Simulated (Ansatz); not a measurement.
HgTe (Coloradoite):

```
CELL_PARAMETERS angstrom
0.00000 3.21450 3.21450
3.21450 0.00000 3.21450
3.21450 3.21450 0.00000
ATOMIC_POSITIONS crystal
Hg 0.00000 0.00000 0.00000
Te 0.75000 0.75000 0.75000
```

* Program: Ansatz 0.2.0
* Task: phonons
* Functional: PBEsol
* Potentials or basis: Ansatz PAW
* Cutoff: 420 eV (not typed: the program's choice for these potentials)
* k mesh: 6 × 6 × 6
* Occupations: fermi-dirac, width 0.05 eV
* Spin: no spin polarisation
* q mesh: 2 × 2 × 2
* Path: [["G", "X", "W", "K", "G", "L", "U", "W", "L", "K"], ["U", "X"]]
* Points for each segment of the path: 8

Task: Is this structure dynamically stable at this level, and how far does the spectrum reach?

Result: Yes, as far as this q mesh shows: no mode on the path is imaginary. The highest frequency is 148 cm⁻¹.

A q mesh this small can miss soft modes between its points.

Caveat: the q mesh is small, so phonon branches between its points and thermal values are rough.
